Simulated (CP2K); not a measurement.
Wanted: the native input for a CP2K 2026.2 run.

- Task: single point
- Functional: LDA
- Potentials or basis: GTH_POTENTIALS Cu GTH-PADE-q11, O GTH-PADE-q6; DZVP-MOLOPT-SR-GTH basis
- Density cutoff: 8163 eV
- k mesh: 6 × 6 × 5
- Occupations: fermi-dirac, width 0.05 eV
- Spin: no spin polarisation
- SCF solver: diagonalisation with k points
- Quickstep method: GPW
- EPS_DEFAULT: 1.0E-10
- EPS_SCF: 1.0E-6
- MAX_SCF: 100
- SCF_GUESS: ATOMIC
- k points reduced by the point group: yes
- Mesh centred on Gamma: yes
- CHOLESKY: OFF
- EPS_EIGVAL: 1.0E-7
- MIXING METHOD: BROYDEN_MIXING
- MIXING ALPHA: 0.4
- NBUFFER: 8
- NGRIDS: 4
- Basis sets: Cu DZVP-MOLOPT-SR-GTH-q11, O DZVP-MOLOPT-SR-GTH-q6
- Potentials: Cu GTH-PADE-q11 of GTH_POTENTIALS, O GTH-PADE-q6 of GTH_POTENTIALS
- ADDED_MOS: [20]
- MPI ranks: 2
- REL_CUTOFF (Ry): 60 Ry
- MIXING BETA (1/bohr): 1.5 1/bohr
- CUTOFF of the grids: 600 Ry

CuO:

```
Cu O
1.0
     3.17550    0.00000    0.00000
     0.00000    3.17550    0.00000
     0.00000    0.00000    4.64953
Cu O
2 2
Cartesian
  0.0000 0.0000 0.0000
  1.5877 1.5877 0.0000
  1.5877 0.0000 1.2414
  0.0000 1.5877 3.4081
```

The cell was built by a generator and needn't be a form met in nature.

The input as run:

cuo_scf.inp

```
&GLOBAL
  PROJECT cuo_scf
  RUN_TYPE ENERGY_FORCE
  PRINT_LEVEL LOW
&END GLOBAL
&FORCE_EVAL
  METHOD QS
  STRESS_TENSOR ANALYTICAL
  &DFT
    BASIS_SET_FILE_NAME BASIS_MOLOPT
    POTENTIAL_FILE_NAME GTH_POTENTIALS
    &MGRID
      CUTOFF 600
      REL_CUTOFF 60
      NGRIDS 4
    &END MGRID
    &QS
      METHOD GPW
      EPS_DEFAULT 1.0E-10
    &END QS
    &KPOINTS
      SCHEME MONKHORST-PACK 6 6 5
      GAMMA_CENTERED T
      SYMMETRY T
      SYMMETRY_BACKEND SPGLIB
    &END KPOINTS
    &SCF
      SCF_GUESS ATOMIC
      EPS_SCF 1.0E-6
      MAX_SCF 100
      ADDED_MOS 20
      CHOLESKY OFF
      EPS_EIGVAL 1.0E-7
      &DIAGONALIZATION ON
        ALGORITHM STANDARD
      &END DIAGONALIZATION
      &MIXING ON
        METHOD BROYDEN_MIXING
        ALPHA 0.4
        BETA 1.5
        NBUFFER 8
      &END MIXING
      &SMEAR ON
        METHOD FERMI_DIRAC
        ELECTRONIC_TEMPERATURE [K] 580.226
      &END SMEAR
    &END SCF
    &XC
      &XC_FUNCTIONAL
        &LDA_X
        &END LDA_X
        &LDA_C_PW
        &END LDA_C_PW
      &END XC_FUNCTIONAL
    &END XC
    &PRINT
      &KPOINTS ON
      &END KPOINTS
      &MULLIKEN ON
      &END MULLIKEN
      &MO ON
        ENERGIES T
        OCCUPATION_NUMBERS T
        &EACH
          QS_SCF 0
        &END EACH
        ADD_LAST NUMERIC
      &END MO
    &END PRINT
  &END DFT
  &SUBSYS
    &CELL
      A 3.1754955000 0.0000000000 0.0000000000
      B 0.0000000000 3.1754955000 0.0000000000
      C 0.0000000000 0.0000000000 4.6495318700
      PERIODIC XYZ
    &END CELL
    &COORD
      Cu  0.0000000000 0.0000000000 0.0000000000
      Cu  1.5877477500 1.5877477500 0.0000000000
      O   1.5877477500 0.0000000000 1.2414250093
      O   0.0000000000 1.5877477500 3.4081068607
    &END COORD
    &KIND Cu
      BASIS_SET DZVP-MOLOPT-SR-GTH-q11
      POTENTIAL GTH-PADE-q11
    &END KIND
    &KIND O
      BASIS_SET DZVP-MOLOPT-SR-GTH-q6
      POTENTIAL GTH-PADE-q6
    &END KIND
    &PRINT
      &ATOMIC_COORDINATES ON
      &END ATOMIC_COORDINATES
      &CELL ON
      &END CELL
    &END PRINT
  &END SUBSYS
  &PRINT
    &FORCES ON
    &END FORCES
    &STRESS_TENSOR ON
    &END STRESS_TENSOR
  &END PRINT
&END FORCE_EVAL
```

Potentials or basis: GTH_POTENTIALS Cu GTH-PADE-q11, O GTH-PADE-q6; DZVP-MOLOPT-SR-GTH basis.

Command:

```console
$ OMP_NUM_THREADS=1 mpirun -n 2 cp2k.psmp -i cuo_scf.inp -o cuo_scf.out
```

It gave:

- Pressure: 7.6 GPa
- Largest force: 1.365 eV/Å
- Band gap on the k mesh: none (metal or under the smearing width)
- Mulliken charges: Cu +0.24; O -0.24 e

Caveat: Mulliken charges move with the basis; the basis of atomic orbitals isn't converged, which shifts pressures, moduli and gaps; the run has no spin polarisation, though such a crystal can be magnetic; semilocal functionals often make such compounds metallic where correlation or magnetic order opens a gap, which also shifts bond lengths; forces of over 1 eV/Å show positions far from the minimum, so gaps and moduli don't describe the material at rest.

Wall time 39 s on 2 MPI ranks on Arm Neoverse V1 (shared host).
